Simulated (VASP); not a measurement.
**KTaO3: relaxation of cell and atoms with LDA**

KTaO3:

```
CELL_PARAMETERS angstrom
3.98830 0.00000 0.00000
0.00000 3.98830 0.00000
0.00000 0.00000 3.98830
ATOMIC_POSITIONS crystal
Ta 0.00000 0.00000 0.00000
K 0.50000 0.50000 0.50000
O 0.00000 0.00000 0.50000
O 0.00000 0.50000 0.00000
O 0.50000 0.00000 0.00000
```

| Quantity | Value |
| --- | --- |
| Program | VASP 6.6.1 |
| Task | relaxation of cell and atoms |
| Functional | LDA |
| Potentials or basis | VASP PAW LDA potentials, release 64 (Ta_pv, K_sv, O) |
| Cutoff | 600 eV |
| k mesh | 6 × 6 × 6 |
| Occupations | gaussian, width 0.02 eV |
| Spin | no spin polarisation |
| Ladder | gaps |
| Further INCAR settings | ALGO = Normal; EDIFF = 1e-06; IBRION = 2; EDIFFG = -0.01; NSW = 40; ISIF = 3 |

| Property | Result |
| --- | --- |
| Relaxed volume | 12.41 Å³/atom |
| Relaxed cell | a = 3.959 Å, b = 3.959 Å, c = 3.959 Å, α = 90.00°, β = 90.00°, γ = 90.00° |
| Space group after relaxing (to 0.05 Å) | Pm-3m (No. 221) |
| Energy gained by relaxing | 4.1 meV/atom |
| Ionic steps | 3 |
| Pressure after relaxing | 0.0 GPa |
| Band gap on the k mesh | 2.07 eV, indirect (least direct gap 2.68 eV) |

Step by step:
| step | energy change (eV) | largest force (eV/Å) | pressure (GPa) | volume (Å³) |
| --- | --- | --- | --- | --- |
| 1 | 0.0000 | 0.0000 | -4.62 | 63.44 |
| 2 | 0.0210 | 0.0000 | 7.24 | 60.14 |
| 3 | -0.0207 | 0.0000 | -0.04 | 62.05 |

Final structure:
```
CELL_PARAMETERS angstrom
3.95893 0.00000 0.00000
0.00000 3.95893 0.00000
0.00000 0.00000 3.95893
ATOMIC_POSITIONS crystal
Ta 0.00000 0.00000 0.00000
K 0.50000 0.50000 0.50000
O 0.00000 0.00000 0.50000
O 0.00000 0.50000 0.00000
O 0.50000 0.00000 0.00000
```

Levels at points of the mesh, in eV from the valence-band top:
```csv
k point,band 15,band 16,band 17,band 18,band 19,band 20,band 21,band 22,band 23
"(0.00, 0.00, 0.00)",-1.11,-1.11,-0.61,-0.61,-0.61,2.07,2.07,2.07,6.56
"(0.50, 0.00, 0.00)",-2.35,-2.24,-1.62,-0.85,-0.85,2.24,5.08,5.08,7.06
"(0.50, 0.50, 0.00)",-2.98,-1.60,-1.48,-1.48,-0.04,5.12,5.12,6.44,7.94
"(0.50, 0.50, 0.50)",-4.02,-4.02,0.00,0.00,0.00,6.60,6.60,6.60,8.79
```

Run time: 41 s on 2 MPI ranks on AMD EPYC 7R13 Processor (Zen 3), with other jobs on the host, peak memory 0.16 GiB a rank.

Caveat: spin-orbit coupling is left out, which moves the levels of the heavy elements. LDA usually gives volumes a few per cent too small.
